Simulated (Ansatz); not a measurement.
A (100) slab of TiC (Fm-3m (No. 225)), 6 planes, outer planes TiC (top) and TiC (bottom), with 12 atoms (Ti6C6) in a surface cell of A = 9.217 Å², as cut from the bulk:

```xyz
12
Lattice="3.0359 0.0000 0.0000 0.0000 3.0359 0.0000 0.0000 0.0000 25.7334" Properties=species:S:1:pos:R:3 pbc="T T T"
Ti    1.5179    1.5179    7.5000
C     0.0000    0.0000    7.5000
Ti    0.0000    0.0000    9.6467
C     1.5179    1.5179    9.6467
Ti    1.5179    1.5179   11.7934
C     0.0000    0.0000   11.7934
Ti    0.0000    0.0000   13.9401
C     1.5179    1.5179   13.9401
Ti    1.5179    1.5179   16.0867
C     0.0000    0.0000   16.0867
Ti    0.0000    0.0000   18.2334
C     1.5179    1.5179   18.2334
```

The calculation used DFT PBEsol, scalar-relativistic, plane waves, PAW (Ansatz 0.2.0). Settings: cutoff 420 eV, Γ-centred mesh 11×11×1 on the computed 12-atom cell, Gaussian smearing of 0.10 eV; no spin polarisation.

Against the same 12 atoms in the bulk, the slab as cut lies 2.360 eV higher and the relaxed slab 2.183 eV higher.

(1) Work out the surface energy before and after relaxation.

(2) What is the ideal work of this cut, per area?

## Answers

(1) The slab has two faces, so γ = (E_slab − N·E_bulk)/(2A), the mean of both. As cut: 2.360/(2 × 9.217) = 0.1280 eV/Å², and 1 eV/Å² = 16.02 J/m², so γ = 2.05 J/m². Relaxed: 2.183/(2 × 9.217) = 0.1184 eV/Å² = 1.90 J/m². Relaxation recovers 8 % of the cost of cutting.

(2) Griffith's ideal work is 2γ: 4.10 J/m² if the new faces stay rigid, 3.79 J/m² if they relax. One thickness was run, 6 planes, so γ can still shift with it.